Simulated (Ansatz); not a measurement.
**NiO2 in Ansatz: the effect of functional**

Crystal: NiO2.

```
Ni O
1.0
     1.37351    0.79299    6.83192
    -1.37351    0.79299    6.83192
     0.00000   -1.58599    6.83192
Ni O
1 2
Direct
  0.00000 0.00000 0.00000
  0.37879 0.37879 0.37879
  0.62121 0.62121 0.62121
```

The cell comes from a database or a generator and needn't be the stable form of this composition.

The cell isn't the ideal one: volume scaled by 0.94.

Alike in all runs:

| Quantity | Value |
| --- | --- |
| Program | Ansatz 0.2.0 |
| Task | single point |
| Potentials or basis | Ansatz PAW |
| k mesh | 11 × 11 × 11 |
| Occupations | fermi-dirac, width 0.05 eV |
| Spin | collinear spin, ferromagnetic start |
| Starting moments | [1.0, 0.0, 0.0] μB |

Question: One run gave: gap on the mesh 1.89 eV; pressure 4.3 GPa; largest force 0.44 eV/Å. Which functional did it use?
A. r2SCAN
B. PBEsol
C. LDA

Answer: A.

```tsv
functional	cutoff	gap on the mesh (eV)	pressure (GPa)	largest force (eV/Å)
LDA	420 eV (not typed: the program's choice for these potentials)	1.29	0.0	0.12
PBEsol	420 eV (not typed: the program's choice for these potentials)	1.36	4.6	0.38
r2SCAN	500 eV (not typed: the program's choice for these potentials)	1.89	4.3	0.44
```

Caveats: odd divisions of the mesh miss points on the zone boundary, where band edges often lie, so the gap on the mesh can be too wide; the PAW data sets come from PBE, with cores solved anew for the run's functional, which leaves a small shift of forces and pressure; the starting moments weren't kept; the magnetic or orbital state may not be the lowest (some runs).

A k mesh can miss the band edges.
